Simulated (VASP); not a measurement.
# Si: relaxed cell and band gap, by functional

Si, Fd-3m (no. 227), 2 atoms in the cell.

| Functional | Volume (Å³/atom) | Change from the starting volume (fraction) | Gap, path and mesh (eV) | Time (s) |
|---|---|---|---|---|
| XC = PE PW92, XC_C = 1 0 | 20.45 | 0.014 | 0.61 | 33 |
| XC = PE PW92, XC_C = 0.75 0.25 | 20.29 | 0.006 | 0.57 | 31 |
| XC = PE PW92, XC_C = 0.5 0.5 | 20.13 | -0.002 | 0.53 | 32 |
| XC = PE PW92, XC_C = 0.25 0.75 | 19.97 | -0.009 | 0.49 | 34 |
| XC = PE PW92, XC_C = 0 1 | 19.82 | -0.017 | 0.45 | 28 |

## Input of the first row

INCAR.step1:
```
ALGO = Normal
EDIFF = 1E-7
EDIFFG = -0.005
ENCUT = 600
GGA_COMPAT = False
IBRION = 2
ISIF = 3
ISMEAR = 0
LASPH = True
LCHARG = False
LREAL = False
LWAVE = False
NELM = 150
NSW = 60
PREC = Accurate
SIGMA = 0.02
XC = PE PW92
XC_C = 1 0
```

INCAR.step2, as INCAR.step1 but for:
```
- NSW = 60
+ NSW = 40
```

INCAR.step3, as INCAR.step2 but for:
```
- EDIFFG = -0.005
- IBRION = 2
- ISIF = 3
- NSW = 40
+ ISIF = 2
+ NBANDS = 11
```

KPOINTS:
```
k-points
0
Gamma
  7 7 7
```

KPOINTS_OPT:
```
path GXWKGLUWLK,UX
8
line-mode
reciprocal
 0.0000000000  0.0000000000  0.0000000000  G
 0.5000000000  0.0000000000  0.5000000000  X

 0.5000000000  0.0000000000  0.5000000000  X
 0.5000000000  0.2500000000  0.7500000000  W

 0.5000000000  0.2500000000  0.7500000000  W
 0.3750000000  0.3750000000  0.7500000000  K

 0.3750000000  0.3750000000  0.7500000000  K
 0.0000000000  0.0000000000  0.0000000000  G

 0.0000000000  0.0000000000  0.0000000000  G
 0.5000000000  0.5000000000  0.5000000000  L

 0.5000000000  0.5000000000  0.5000000000  L
 0.6250000000  0.2500000000  0.6250000000  U

 0.6250000000  0.2500000000  0.6250000000  U
 0.5000000000  0.2500000000  0.7500000000  W

 0.5000000000  0.2500000000  0.7500000000  W
 0.5000000000  0.5000000000  0.5000000000  L

 0.5000000000  0.5000000000  0.5000000000  L
 0.3750000000  0.3750000000  0.7500000000  K

 0.6250000000  0.2500000000  0.6250000000  U
 0.5000000000  0.0000000000  0.5000000000  X
```

POSCAR.step1:
```
Si
1.0
    0.0000000000      2.7218511865      2.7218511865
    2.7218511865      0.0000000000      2.7218511865
    2.7218511865      2.7218511865      0.0000000000
Si
2
Direct
    0.5000000000      0.5000000000      0.5000000000
    0.7500000000      0.7500000000      0.7500000000
```

Commands (each step's output is kept before the next begins):
```
cat potpaw_PBE.64/Si/POTCAR > POTCAR
cp INCAR.step1 INCAR
cp POSCAR.step1 POSCAR
mpirun -np 1 vasp_std > vasp.out
cp CONTCAR POSCAR
rm WAVECAR CHG
cp INCAR.step2 INCAR
mpirun -np 1 vasp_std > vasp.out
cp CONTCAR POSCAR
rm WAVECAR CHG
cp INCAR.step3 INCAR
mpirun -np 1 vasp_std > vasp.out
```

Changes of the last row against the first:
```
(all steps)
- XC_C = 1 0
+ XC_C = 0 1
```

VASP 6.6.1 took 33 s on 1 core (Intel Xeon Platinum 8488C (Sapphire Rapids)), a shared host.
